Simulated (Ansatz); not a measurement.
# SrTiO3: band gap under strain

Aim: follow the gap of SrTiO3 built on the cubic perovskite prototype through these states: no strain; -4.0 % strain along z alone; -3.0 % strain along z alone. The table at the end shows which levels were run.

Program: Ansatz 0.2.0. PAW datasets, plane waves. (Simulation; spin polarisation is off.)

## (1) The cell

The unstrained cell was relaxed with r2SCAN; in each strained cell the atoms were relaxed again with r2SCAN. Names of k-points are those of the unstrained zone, where strain can split equivalent points. First state: no strain.

It is cubic, Pm-3m (No. 221); a = 3.907 Å in the conventional setting, 11.93 Å³ an atom. Sr has 12 O at 2.76 Å; Ti has 6 O at 1.95 Å; O has 2 Ti at 1.95 Å and 4 Sr at 2.76 Å.

Coordinates:

Space group Pm-3m (No. 221). a = 3.907 Å, b = 3.907 Å, c = 3.907 Å, α = 90.00°, β = 90.00°, γ = 90.00°
| atom | site | symmetry | x | y | z |
| --- | --- | --- | --- | --- | --- |
| Sr | 1a | m-3m | 0.0000 | 0.0000 | 0.0000 |
| Ti | 1b | m-3m | 0.5000 | 0.5000 | 0.5000 |
| O | 3c | 4/mm.m | 0.5000 | 0.5000 | 0.0000 |

## (2) No strain: PBE

input.yaml reads:

```yaml
crystal:
  lattice:
    - [3.9068515016, 0.0, 0.0]
    - [0.0, 3.9068515016, 0.0]
    - [0.0, 0.0, 3.9068515016]
  atoms:
    - { symbol: Sr, position: [0.0, 0.0, 0.0] }
    - { symbol: Ti, position: [0.5, 0.5, 0.5] }
    - { symbol: O, position: [0.5, 0.5, 0.0] }
    - { symbol: O, position: [0.5, 0.0, 0.5] }
    - { symbol: O, position: [0.0, 0.5, 0.5] }
kpoints:
  mp_grid: { grid: [6, 6, 6] }
  band_path:
    path: [[0.0, 0.0, 0.0], [0.0, 0.5, 0.0], [0.5, 0.5, 0.0], [0.5, 0.5, 0.5]]
    npoints: 1
hamiltonian:
  xc: pbe
scf:
  occupations: { method: fermi_dirac, width: 0.02 }
  n_extra_bands: 5
output:
  forces: true
  stress: true
  eigenvalues: true
```

Launch:

```sh
$ ansatz run input.yaml --threads 2 --pin off --max-ram 29491MiB --backend cpu --events-out ev --progress --plain --runs-dir out
```

The runs that follow: No strain: r2SCAN; No strain: HSE06; No strain: r2SCAN+SOC; No strain: r2SCAN; -4.0 % strain along z alone: PBE; -4.0 % strain along z alone: r2SCAN; -4.0 % strain along z alone: HSE06; -4.0 % strain along z alone: r2SCAN+SOC; -4.0 % strain along z alone: r2SCAN; -3.0 % strain along z alone: PBE; -3.0 % strain along z alone: r2SCAN; -3.0 % strain along z alone: HSE06; -3.0 % strain along z alone: r2SCAN+SOC; -3.0 % strain along z alone: r2SCAN.

Before running it: what results should come out?

As calculated:

Least gap in eV (negative: overlap), with the change from the unstrained cell in brackets:

| state | volume change (%) | PBE | r2SCAN | HSE06 |
| --- | --- | --- | --- | --- |
| no strain | +0.0 | 1.88 | 2.26 | 3.32 |
| -4.0 % strain along z alone | -4.0 | 1.89 (+0.01) | 2.28 (+0.02) | 3.37 (+0.05) |
| -3.0 % strain along z alone | -3.0 | 1.89 (+0.01) | 2.28 (+0.02) | 3.36 (+0.04) |

In words: With HSE06, of the states in the table -4.0 % strain along z alone shifts the gap most, by +0.048 eV. PBE and HSE06 differ by 1.44 eV on the unstrained gap, and by at most 0.04 eV on its change.
